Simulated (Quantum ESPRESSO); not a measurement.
A run of Quantum ESPRESSO 7.5:

File run.py:

```python
import numpy as np
from ase.calculators.espresso import Espresso, EspressoProfile
from ase.io import read

atoms = read('AlN.cif')

input_data = {
    'control': {'calculation': 'scf', 'prefix': 'pwscf', 'outdir': './tmp', 'tprnfor': True, 'tstress': True, 'disk_io': 'nowf'},
    'system': {'ecutwfc': 60.0, 'ecutrho': 480.0, 'nbnd': 14, 'occupations': 'smearing', 'smearing': 'fd', 'degauss': 0.00367493},
    'electrons': {'conv_thr': 8e-10, 'electron_maxstep': 120, 'mixing_beta': 0.5},
}
pseudopotentials = {'Al': 'Al.pbe-n-kjpaw_psl.1.0.0.UPF', 'N': 'N.pbe-n-radius_5.UPF'}
profile = EspressoProfile(command='pw.x', pseudo_dir='pseudo')
dft = Espresso(profile=profile, input_data=input_data, pseudopotentials=pseudopotentials, kpts=(9, 9, 7), koffset=(0, 0, 0))
atoms.calc = dft

print(f'energy {atoms.get_potential_energy():.8f} eV')
print('forces (eV/A)')
print(np.round(atoms.get_forces(), 6))
print('stress (eV/A^3, Voigt)')
print(np.round(atoms.get_stress(), 8))
print(f'Fermi level {dft.get_fermi_level():.4f} eV')
```

AlN.cif

```cif
data_AlN
_cell_length_a 3.31211574
_cell_length_b 3.31211574
_cell_length_c 4.18756300
_cell_angle_alpha 90.00000000
_cell_angle_beta 90.00000000
_cell_angle_gamma 120.00000000
_space_group_name_H-M_alt 'P1'
_space_group_name_Hall 'P 1'
_space_group_IT_number 1
loop_
_space_group_symop_operation_xyz
'x,y,z'
loop_
_atom_site_label
_atom_site_type_symbol
_atom_site_symmetry_multiplicity
_atom_site_Wyckoff_symbol
_atom_site_fract_x
_atom_site_fract_y
_atom_site_fract_z
_atom_site_occupancy
Al1 Al 1 a 0.6666666667 0.3333333333 0.2500000000 1
Al2 Al 1 a 0.3333333333 0.6666666667 0.7500000000 1
N1 N 1 a 0.6666666667 0.3333333333 0.7500000000 1
N2 N 1 a 0.3333333333 0.6666666667 0.2500000000 1
```

Potentials or basis: SSSP 1.3 efficiency PBE.

Command:

```sh
$ OMP_NUM_THREADS=1 python run.py
```

Hardware: 1 thread of Arm Neoverse V1 (shared host).

Q: How long does it take, and how much memory?

A: It took 54 s on 1 thread of Arm Neoverse V1, with other jobs on the host, peak memory 0.23 GiB. Counts: scf iterations 17, bands 14, k points 48, g dense 47671.
